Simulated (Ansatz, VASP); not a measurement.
InAs in VASP and in Ansatz

```
In As
1.0
     0.00000    2.46898    2.46898
     2.46898    0.00000    2.46898
     2.46898    2.46898    0.00000
In As
1 1
Direct
  0.00000 0.00000 0.00000
  0.25000 0.25000 0.25000
```

Change from the starting cell: volume scaled by 0.55, PAW files.

Alike in both runs: task single point; functional LDA; k mesh 11 × 11 × 11; occupations fermi-dirac, width 0.08 eV; no spin polarisation.

```csv
,VASP,Ansatz
version,VASP 6.6.1,Ansatz 0.2.0
potentials or method,"VASP PAW LDA potentials, release 64 (In_d, As)","PAW with Ansatz's default frozen-core files, scalar-relativistic"
plane-wave cutoff (eV),520,420
valence electrons in the cell,18,28
```

VASP gave:

```
pressure (GPa) : 142.9
```

Which values does Ansatz return?

Pressure (GPa): 141.3.

The two sets of potentials don't hold the same shells in valence.

Caveats: the cell as given lies far from equilibrium; so large a pressure means that the cell lies far from this level's equilibrium, or that cutoff or potentials fall short (VASP).
